Question

Zinc sulphide in the zinc-blende structure is a crystal of ZnS₄ and SZn₄ tetrahedra. The table lists calculations on the same cell squeezed or stretched equally in all directions. Volume V is given per atom, and the shortest distance d is the Zn–S bond length. The gap on path is the smallest energy between filled and empty states along a line through the special points of the Brillouin zone. The direct gap on path is the smallest such energy at one and the same point.

Zinc-blende ZnS in GPAW 26.7.0: PBEsol with PAW data sets and plane waves up to 600 eV, without spin polarisation or spin–orbit coupling. The density is converged on a 9 × 9 × 9 k mesh with Fermi–Dirac smearing of 0.05 eV, and the gaps are taken along the path Γ–X–W–K–Γ–L–U–W–L–K | U–X.

```
volume (Å³/atom)  shortest distance (Å)  gap on path (eV)  direct gap on path (eV)
          17.453                  2.246                 ?                        ?
          18.567                  2.293             2.230                    2.230
          19.141                  2.317             2.098                    2.098
          19.727                  2.340             1.968                    1.968
          20.325                  2.363                 ?                        ?
          20.934                  2.387             1.719                    1.719
          22.190                  2.434             1.485                    1.485
```

(a) Explain why the gap changes with volume as it does.
(b) Predict both gaps for the two cells marked with question marks, and give an error bar for each.

Model answer to (a)

The gap shrinks as the crystal expands, from 2.230 eV at 18.567 Å³ per atom to 1.485 eV at 22.190. In each known row the gap and the direct gap agree. For the cells at 18.567 and 20.934, the orbital energies of the same calculations place both band edges at Γ, the zone centre. The question is therefore which of these two edges moves more.

The lowest empty state at Γ is, by the standard bonding picture of such crystals, an antibonding combination of s orbitals on Zn and S. Its bonding partner is the lowest valence band, mostly S 3s. Coupling between neighbouring orbitals pushes the two apart. Longer bonds weaken the coupling, so the antibonding state should come down and the bonding state should come up.

The orbital energies let us look for this motion, provided that each cell has an internal ruler, because the zero of energy shifts from one volume to the next. A suitable ruler is the pair of Zn 3d states at Γ that by symmetry cannot mix with s or p orbitals. Between 18.567 and 20.934 the empty state sinks by 0.86 eV against this pair, and the S 3s-like state rises by 0.49 eV. The two partners approach each other, as weaker coupling demands. The ruler sits on zinc, however, so a change in electrostatic potential between Zn and S may contribute to both figures.

The top of the valence band, mostly S 3p, sinks too, but only by 0.35 eV. The gap closes by the difference:

0.86 eV − 0.35 eV = 0.51 eV

Expansion thus narrows the gap because the empty s-like state falls faster than the filled p-like states. Why the s-like state should be the more sensitive one can be argued from orbital shapes. At Γ an s orbital meets its four neighbours with the same sign, and the four couplings add up. For p orbitals the head-on and sideways couplings partly cancel.

This coupling does not explain why the valence top sinks at all. As a bonding combination of p orbitals it should rise a little when the bonds lengthen. One effect that should pull it down is the mixing with Zn 3d. Those 3d states which do mix with S 3p push the valence top up, and this push weakens with distance. The splitting of the Zn 3d levels at Γ, which shrinks from 0.56 to 0.43 eV, is consistent with that. This change is well below 0.35 eV, however, so the weaker push probably accounts for only part of the sinking. A change in potential between Zn and S is no ready answer for the rest: for ions of fixed charge, expansion should lift the S levels against those of Zn. The rest is left open here. The closing of the gap does not hang on it, since a sinking valence top, whatever its cause, by itself widens the gap.

Model answer to (b)

A forecast needs a rule for how fast the effect fades with distance. If a wave stretches with the crystal, its wavelength grows in proportion to d and its kinetic energy falls as 1/d². Couplings between neighbouring orbitals in semiconductors follow roughly the same rule. This suggests

gap = A + B/d²

where A collects whatever does not scale in this way. The bond length follows from the volume, because the cubic cell holds eight atoms and the bond is √3/4 of its edge:

d = (√3/2) V^(1/3)

A least-squares fit to the five known rows gives A = −4.425 eV and B = 35.0 eV Å². B sets how steeply the gap follows the bond length. The negative A cannot be read as the gap of atoms drawn far apart, because the rule is meant only for bond lengths near those fitted. For the most compressed cell, which was not part of the fit, the estimate runs as follows:

d = 0.8660 × (17.453)^(1/3) = 2.2464 Å
1/d² = 0.19816 Å⁻²
gap = 35.0 × 0.19816 − 4.425 = 2.511 eV

The error bar needs a second opinion. A simpler rule takes the gap as linear in the logarithm of the volume, with one constant slope, the deformation potential. In the known rows this slope is not constant: it is −4.32 eV between 18.567 and 19.727 but −4.02 eV between 20.934 and 22.190. The inverse-square rule contains a bend of this kind and follows the known rows more closely, so its values are taken as the forecast.

For the cell at 20.325, which has known neighbours on both sides, the forecast is 1.841 ± 0.003 eV. For the cell at 17.453 it is 2.511 ± 0.020 eV. The second bar is wider because this cell lies beyond the compressed end of the known rows, where the bend is untested. There the two rules differ by 0.027 eV, and the bar is somewhat narrower than this difference.

Both gaps should remain direct, so the two gap columns should agree. The danger on compression is an empty state elsewhere in the zone that drops below the one at Γ. At a point on the line from Γ towards X, the lowest empty state does approach the valence top on compression, from 3.87 eV at 20.934 to 3.64 eV at 18.567. That still leaves it far above the Γ gap of 2.230 eV. The point is not X itself, where the state may lie lower, but X is on the path and the known gaps along it are direct.

The computed values

The withheld rows as computed:

```
volume (Å³/atom)  shortest distance (Å)  gap on path (eV)  direct gap on path (eV)
          17.453                  2.246             2.507                    2.507
          20.325                  2.363             1.842                    1.842
```

Both forecasts fall within their bars, and both gaps are direct. At 20.325 the computed gap is 1.842 eV, and the miss is no larger than the last printed digit. At 17.453 it is 2.507 eV, so the forecast was 0.004 eV too high. The rule with a constant deformation potential would have given 2.484 eV there, which is 0.023 eV too low. The printed output after this text gives both fits in full.

Remarks on the reasoning

The small overshoot at 17.453 has a forerunner. The fit also lies slightly too high at 18.567, the most compressed of the known cells. The gap seems to rise a little less steeply under compression than 1/d² requires. The calculations at hand do not isolate the cause.

A good forecast does not prove the picture behind the formula. The distance between the antibonding state and its S 3s-like partner offers a harder test. If it followed 1/d² exactly, it would shrink to 0.923 of its value between 18.567 and 20.934; it shrinks to 0.915. The simple model of two atomic levels with a fixed energy difference would make it shrink more slowly than 1/d², not faster. The coupling argument therefore gives the direction of the motion, while its exact size needs something more, perhaps a shift of the atomic levels themselves.

A candidate who writes that all energy differences shrink when a crystal expands would get the right sign for the wrong reason. The next empty level at Γ stays about as far above the valence top as before: 6.22 eV at 18.567 and 6.31 eV at 20.934. The state towards X even moves away from the valence top on expansion. What matters is the character of the lowest empty state. A gap that ends in an antibonding s state at Γ should narrow as the bonds lengthen, whereas a gap that ends near X need not.

For practical use, pressure is a handier variable than volume. The pressures from the same calculations pass through zero near 19.2 Å³ per atom, so the cell at 19.727 is already under tension and its gap is not that of the relaxed crystal. Between 19.141 and 18.567 the gap widens by about 0.05 eV for each GPa of added pressure. A hydrostatic pressure of 1 GPa thus shifts the computed gap by only a few per cent.

The gaps themselves should not be used as measured ones. PBEsol, like other functionals of its kind, makes them much too small. Spin–orbit coupling, which is left out, would split the valence top slightly. The forecasts were forecasts of what this calculation gives, and their narrow error bars hold only in that sense.

The analysis program printed:

```
fit of gap_on_path on 5 rows: constant -4.425 +/- 0.0086, coefficient of invsq 35 +/- 0.048; rms 0.00063, worst 18.567 0.000951, leave-one-out rms 0.0011
  rows outside the fit (model, value, miss): 17.453 2.511, 2.507, 0.00425; 20.325 1.841, 1.842, -0.000606
fit of gap_on_path on 5 rows: constant 14.44 +/- 0.11, coefficient of lnv -4.181 +/- 0.037; rms 0.00409, worst 20.934 0.00487, leave-one-out rms 0.00884
  rows outside the fit (model, value, miss): 17.453 2.484, 2.507, -0.0228; 20.325 1.847, 1.842, 0.00529
Inverse-square forecast less constant-deformation forecast at 17.453, eV: 0.02707
Inverse-square forecast less constant-deformation forecast at 20.325, eV: -0.0059
Direct gap less gap at 17.453, eV: 0
Direct gap less gap at 20.325, eV: 0
Change of gap from 18.567 to 22.190, eV: -0.745
Gap change per unit ln V, 18.567 to 19.727, eV: -4.323
Gap change per unit ln V, 20.934 to 22.190, eV: -4.016
Conduction minimum above Zn 3d pair, change 18.567 to 20.934, eV: -0.8581
Valence top above Zn 3d pair, change 18.567 to 20.934, eV: -0.3471
S 3s-like level against Zn 3d pair, change 18.567 to 20.934, eV: 0.4936
Next conduction level above valence top at 18.567, eV: 6.221
Next conduction level above valence top at 20.934, eV: 6.309
Zn 3d splitting at Gamma at 18.567, eV: 0.5642
Zn 3d splitting at Gamma at 20.934, eV: 0.4268
Conduction minimum to S 3s-like splitting, ratio 20.934 over 18.567: 0.9146
Pure inverse-square ratio for the same two cells: 0.9231
Conduction state towards X above valence top at 18.567, eV: 3.637
Conduction state towards X above valence top at 20.934, eV: 3.873
Volume at zero pressure by straight line, A^3 per atom: 19.21
Bulk modulus from 18.567 to 19.141, GPa: 86.09
Gap change per pressure from 19.141 to 18.567, eV per GPa: 0.05036
```
